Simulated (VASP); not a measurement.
GaN (strained wurtzite), PBE single-point calculation: Ansatz's output and VASP's

```xyz
4
Lattice="3.2150 0.0000 0.0000 -1.6075 2.7843 0.0000 0.0000 0.0000 5.2355" Properties=species:S:1:pos:R:3 pbc="T T T"
Ga    0.0000    1.8562   -0.0046
Ga    1.6075    0.9281    2.6131
N     0.0000    1.8562    1.9679
N     1.6075    0.9281    4.5857
```

Ansatz printed

```
SCF 1 converged in 6 iterations: F = -8335.837145 eV  dr2 = 6.00e-9
  greatest PAW one-centre occupation: 0.995 electrons in one spin orbital (limit 2), on the Ga atom at site 0 (counted from 0), in its partial waves of l = 2
NSCF: frozen V_eff on 6 k-points
SCF converged after 6 iterations
Free energy (F): -8335.837145 eV
Harris-Foulkes:  -8335.837145 eV  (|F-HF|=3.89e-9)
Internal energy: -8335.837145 eV  (E = F + TS)
E sigma→0 (E₀):  -8335.837145 eV
Fermi energy:    10.190581 eV
--- Per-component energies (eV) ---
  E_band       = -22.389149
  E_kinetic    = 492.474769
  E_local      = -3944.111265  (includes V_loc(G=0)·N_el)
  E_nonlocal   = 948.693235
  E_hartree    = 1811.621833
  E_xc         = -256.910040
  E_vxc        = -267.368304  (∫ρ·V_xc dr)
  E_paw        = -4240.940103  (= ΣΔE_a)
  E_vpaw       = -875.321874  (= ΣTr[D̂ρ^β])
  E_aug_tail   = 0.000148  (compensation charges beyond the density's cutoff)
  E_ewald      = -3146.665723
  E_smearing   = -0.000000  (= −TS)
  E_closure    = 0.000000  (closes the sum)
  Σ components = -8335.837145   (vs F -8335.837145, Δ=0.00e0)
--- Forces (eV/Å), atoms counted from 1 ---
  atom   1  Ga    -0.00000000     0.00000000    -0.00049547
  atom   2  Ga     0.00000000     0.00000000    -0.00049547
  atom   3  N     -0.00000000     0.00000000     0.00048025
  atom   4  N      0.00000000    -0.00000000     0.00048025
  max |Σ_I F_I| component: 3.04e-5 eV/Å
--- Stress (GPa, compression-positive) ---
        0.586044      -0.000000       0.000000
       -0.000000       0.586044      -0.000000
        0.000000       0.000000       0.705503
  P = ⅓ Tr σ = 0.6259 GPa (6.259 kbar)
--- Band table (eV; the first three rows and the last of 76) ---
  k-point 0: bands = ["-6.4490", "-5.6353", "-4.1524", "-4.1384", "-4.1384", "-4.0824", "-4.0824", "-3.9074", "-3.9074", "-3.8170", "-3.8170", "-2.5616", "2.4320", "8.3120", "8.3120", "9.2785", "9.3131", "9.3131", "11.0486", "13.4001", "18.3581", "19.0669", "19.0669"]
  k-point 1: bands = ["-6.3731", "-5.6601", "-4.1370", "-4.1370", "-4.1278", "-4.0883", "-4.0883", "-3.8991", "-3.8991", "-3.8210", "-3.8210", "-2.8240", "2.9073", "8.3759", "8.3759", "8.4536", "9.2432", "9.2432", "11.7520", "13.4546", "18.1671", "19.1008", "19.1008"]
  k-point 2: bands = ["-6.1734", "-5.7510", "-4.1314", "-4.1314", "-4.1030", "-4.1030", "-4.0284", "-3.8783", "-3.8783", "-3.8335", "-3.8335", "-3.3467", "4.0628", "7.0371", "8.5528", "8.5528", "9.0538", "9.0538", "12.7464", "13.5422", "17.7735", "18.2069", "19.2494"]
  k-point 75: bands = ["-5.4838", "-5.4838", "-4.0269", "-4.0269", "-4.0131", "-4.0131", "-3.8873", "-3.8873", "-3.8651", "-3.8651", "-2.1298", "-2.1298", "3.2710", "3.2710", "5.2591", "5.2591", "7.8896", "7.8896", "15.5671", "15.5671", "16.5736", "16.5736", "18.1525"]
```

Datasets and cutoffs are each program's own. VASP's cell holds 36 valence electrons and Ansatz's 36. Ansatz's stress includes a Pulay correction; VASP's doesn't.

Q: What does VASP give for the same cell and level of theory?

A: gap between bands v and c 1.74 eV; least direct gap 1.74 eV; pressure 0.7 GPa.

From OUTCAR

```
k-points           NKPTS =     76   k-points in BZ     NKDIM =     76   number of bands    NBANDS=     26

   NELECT =      36.0000    total number of electrons

   dimension x,y,z NGX =    24 NGY =   24 NGZ =   40
   dimension x,y,z NGXF=    48 NGYF=   48 NGZF=   80

  energy-cutoff  :      520.00
  volume of cell :       46.86
      direct lattice vectors                 reciprocal lattice vectors
     3.214980870 -0.000000000  0.000000000     0.311043841  0.179581246  0.000000000
    -1.607490435  2.784255106  0.000000000     0.000000000  0.359162491  0.000000000
     0.000000000  0.000000000  5.235461482     0.000000000  0.000000000  0.191005130

 k-points in reciprocal lattice and weights: KPOINTS created by Atomic Simulation Env
   0.00000000  0.00000000  0.00000000       0.001
   0.08333333 -0.00000000  0.00000000       0.007
   0.16666667 -0.00000000  0.00000000       0.007
   0.25000000 -0.00000000  0.00000000       0.007
   0.33333333 -0.00000000  0.00000000       0.007
   0.41666667  0.00000000  0.00000000       0.007
   0.50000000 -0.00000000  0.00000000       0.003
   0.08333333  0.08333333  0.00000000       0.007
   ...

 E-fermi :   5.4055

 k-point     1 :       0.0000    0.0000    0.0000
  band No.  band energies     occupation
      1     -10.7184      2.00000
      2      -9.8829      2.00000
      3      -8.3757      2.00000
      4      -8.3613      2.00000
      5      -8.3613      2.00000
      6      -8.3048      2.00000
      7      -8.3048      2.00000
      8      -8.1285      2.00000
      9      -8.1285      2.00000
     10      -8.0374      2.00000
     11      -8.0374      2.00000
     12      -6.8001      2.00000
     13      -1.8362      2.00000
     14       4.0445      2.00000
     15       4.0445      2.00000
     16       5.0113      2.00000
     17       5.0459      2.00000
     18       5.0459      2.00000
     19       6.7871      0.00000
     20       9.1310      0.00000
     21      14.0932      0.00000
     22      14.7924      0.00000
     23      14.7924      0.00000
     24      15.5982      0.00000
     25      16.5589      0.00000
     26      16.5589      0.00000

 k-point     2 :       0.0833   -0.0000    0.0000
  band No.  band energies     occupation
      1     -10.6536      2.00000
      2      -9.8670      2.00000
      3      -8.3698      2.00000
      4      -8.3519      2.00000
      5      -8.3378      2.00000
      6      -8.2975      2.00000
      7      -8.2921      2.00000
      8      -8.1338      2.00000
      9      -8.1292      2.00000
     10      -8.0481      2.00000
     11      -8.0359      2.00000
     12      -6.7530      2.00000
     13      -1.7401      2.00000
     14       3.5357      2.00000
     15       3.9038      2.00000
     16       4.4023      2.00000
     17       4.9463      2.00000
     18       4.9856      2.00000
     19       7.3823      0.00000
     20       9.5665      0.00000
     21      13.9196      0.00000
     22      14.3080      0.00000
     23      14.9684      0.00000
     24      15.6885      0.00000
     25      16.2143      0.00000
     26      16.7088      0.00000

 k-point     3 :       0.1667   -0.0000    0.0000
  band No.  band energies     occupation
      1     -10.4783      2.00000
      2      -9.8280      2.00000
      3      -8.3473      2.00000
      4      -8.3291      2.00000
      5      -8.2837      2.00000
      6      -8.2574      2.00000
      7      -8.2517      2.00000
      8      -8.1481      2.00000
      9      -8.1273      2.00000
     10      -8.0703      2.00000
     11      -8.0322      2.00000
     12      -6.6210      2.00000
     13      -1.4636      2.00000
     14       2.3923      2.00000
     15       3.3137      2.00000
     16       3.5530      2.00000
     17       4.7365      2.00000
     18       4.8107      2.00000
     19       8.3275      0.00000
     20      10.4034      0.00000
     21      13.0909      0.00000
     22      13.8506      0.00000
     23      15.2896      0.00000
     24      15.3611      0.00000
     25      16.2326      0.00000
     26      17.0626      0.00000

 ...

  Total        0.1980671      0.1980671      0.2432515     -0.0000000     -0.0000000     -0.0000000
  in kB        6.7714317      6.7714317      8.3161773     -0.0000000     -0.0000000     -0.0000000
  external PRESSURE =       7.2863469 kB  Pullay stress =       0.0000000 kB

 POSITION                                       TOTAL-FORCE (eV/Angst)
 -----------------------------------------------------------------------------------
      0.00000      1.85617      5.23082        -0.000000      0.000000     -0.000729
      1.60749      0.92809      2.61309         0.000000     -0.000000     -0.000729
      0.00000      1.85617      1.96794         0.000000     -0.000000      0.000729
      1.60749      0.92809      4.58567        -0.000000      0.000000      0.000729
 -----------------------------------------------------------------------------------
    total drift:                               -0.000001     -0.000001     -0.001410

  FREE ENERGIE OF THE ION-ELECTRON SYSTEM (eV)
  ---------------------------------------------------
  free  energy   TOTEN  =       -24.3273429969 eV

  energy  without entropy=      -24.3273429969  energy(sigma->0) =      -24.32734300
```
